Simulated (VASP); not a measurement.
Crystal: CdSe.

```xyz
2
Lattice="0.0000 3.0703 3.0703 3.0703 0.0000 3.0703 3.0703 3.0703 0.0000" Properties=species:S:1:pos:R:3 pbc="T T T"
Cd    0.0000    0.0000    0.0000
Se    1.5351    1.5351    1.5351
```

The cell was built by a generator and needn't be a form met in nature.

```yaml
Program: VASP 6.6.1
Task: relaxation of cell and atoms
Functional: PBEsol
Potentials_or_basis: VASP PAW PBE potentials, release 64 (Cd, Se)
Cutoff: 600 eV
k_mesh: 8 × 8 × 8
Occupations: gaussian, width 0.03 eV
Spin: no spin polarisation
```

At the start: pressure -1.1 GPa; volume 28.94 Å³/atom.

**Question.** How do energy, volume and symmetry change on relaxing?

**Answer.** Over 3 steps the energy falls by 2.5 meV/atom and the volume is 28.27 Å³/atom (-2.3 %); space group F-43m (No. 216, to 0.05 Å).

The path:
| step | energy change (eV) | largest force (eV/Å) | pressure (GPa) | volume (Å³) |
| --- | --- | --- | --- | --- |
| 1 | 0.0000 | 0.0000 | -1.15 | 57.88 |
| 2 | -0.0045 | 0.0000 | 0.33 | 56.16 |
| 3 | -0.0049 | 0.0000 | 0.02 | 56.53 |

Final structure:
```
CELL_PARAMETERS angstrom
0.00000 3.04621 3.04621
3.04621 0.00000 3.04621
3.04621 3.04621 0.00000
ATOMIC_POSITIONS crystal
Cd 0.00000 0.00000 0.00000
Se 0.25000 0.25000 0.25000
```

Caveat: the PAW data sets were made with another functional, which shifts forces and pressure a little.
